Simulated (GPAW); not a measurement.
**Al: equation of state with PBEsol**

Al:

```
Al
1.0
     2.82708    0.00000    0.00000
    -1.41354    2.44832    0.00000
     0.00000    0.00000    9.18599
Al
4
Direct
  0.66667 0.33333 0.75000
  0.00000 0.00000 0.50000
  0.33333 0.66667 0.25000
  0.00000 0.00000 0.00000
```

This isn't the form of Al at room conditions, which is fcc.

```json
{"Program": "GPAW 26.7.0", "Task": "equation of state", "Functional": "PBEsol", "Potentials or basis": "PAW data sets generated in the run's folder for this functional", "Cutoff": "600 eV", "Basis": "pw", "k mesh": "11 × 11 × 3", "Occupations": "fermi-dirac, width 0.05 eV", "Spin": "no spin polarisation", "Maxiter": "150", "Eos scales": "[0.94, 0.96, 0.98, 1.0, 1.02, 1.04, 1.06]"}
```

- Equilibrium volume: 16.30 Å³/atom
- Bulk modulus at fixed shape and positions: 80 GPa
- Pressure derivative of the bulk modulus: 4.3

Energy against volume, from the lowest point:
```
volume (Å³/atom)  energy (meV/atom)
          14.942              33.13
          15.260              18.69
          15.578               8.65
          15.895               2.55
          16.213               0.00
          16.531               0.65
          16.849               4.19
```

It took 2.1 min on 1 thread of Intel(R) Xeon(R) Platinum 8488C (Sapphire Rapids), with other jobs on the host, peak memory 0.36 GiB.

Caveat: the cell was scaled at fixed shape and fractional positions, which overstates the stiffness of a crystal with free parameters, most of all of layers and chains.
